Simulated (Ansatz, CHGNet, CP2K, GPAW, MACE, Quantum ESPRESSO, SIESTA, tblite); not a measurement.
# Which run comes nearest? Wurtzite SiC, size series (72 atoms)

The cell holds 72 atoms: 36 Si and 36 C. Its edges and angles: a = 9.228 Å, b = 9.228 Å, c = 10.096 Å, α = 90.0°, β = 90.0°, γ = 120.0°. It derives from SiC (wurtzite), repeated 3×3×2. Wurtzite SiC (a = 3.076 Å, c = 5.048 Å), 3 x 3 x 2 conventional cells; ideal positions. Then every atom was moved at random, 0.03 Å r.m.s. a Cartesian component.

Geometry: as built.

The reference, a calculation:

* method: Kohn-Sham DFT, PBE, SSSP efficiency 1.3.0 pseudopotentials, plane waves (Quantum ESPRESSO 7.5); sssp-pbe-1.3.0-efficiency, cutoffs 45/360 Ry, Γ point
* r.m.s. force component: 0.9835 eV/Å
* longest force: 4.47 eV/Å
* pressure: 5.384 GPa
* gap (highest filled to lowest empty level): 1.994 eV
* time: 89 s on 2 MPI ranks of Arm Neoverse V1, shared host
* CPU time: 3 min

Runs, in no order:
A. SIESTA PBE, DZP, shift 0.005 Ry, mesh 300 Ry: Kohn-Sham DFT, PBE, PseudoDojo 0.4.1 norm-conserving pseudopotentials (converted to PSML), numerical atomic orbitals (DZP), diagonalisation
B. CP2K PBE, DZVP-MOLOPT-SR, 450/50 Ry, diagonalisation: Kohn-Sham DFT, PBE, GTH-PBE pseudopotentials, Gaussian and plane waves, DZVP-MOLOPT-SR-GTH, diagonalisation
C. tblite GFN1-xTB: GFN1-xTB tight binding, diagonalisation
D. QE PBE, sssp-1.3.0-efficiency, 45/360 Ry, paro: Kohn-Sham DFT, PBE, SSSP efficiency 1.3.0 pseudopotentials, plane waves
E. MACE MP-0b2 small potential: machine-learned interatomic potential MACE MP-0b2 small, trained on PBE(+U) plane-wave data

Q: Order them from the smallest to the largest r.m.s. force difference.

D, B, A, E, C.

| run | Δ force, r.m.s. (meV/Å) | share of r.m.s. force (%) | CPU time |
| --- | --- | --- | --- |
| D. QE PBE, sssp-1.3.0-efficiency, 45/360 Ry, paro | 0.24 | 0.0244 | 5.5 min |
| B. CP2K PBE, DZVP-MOLOPT-SR, 450/50 Ry, diagonalisation | 13.5 | 1.37 | 4.6 min |
| A. SIESTA PBE, DZP, shift 0.005 Ry, mesh 300 Ry | 56.7 | 5.77 | 6.5 min |
| E. MACE MP-0b2 small potential | 146 | 14.8 | 7.6 s |
| C. tblite GFN1-xTB | 250 | 25.4 | 3.8 s |

Periodic xTB results under one method name differ between programs and library versions. Machine-learned potentials mimic data converged in k, so the reference's own k-point error enters their differences. The electronic-structure runs sample only Γ, in a cell whose shortest periodic width is 8 Å.

[Hosts, paths, dates, database ids (printed as entryN), source tags and the programs' standing remarks are cut or masked in the printed files.]
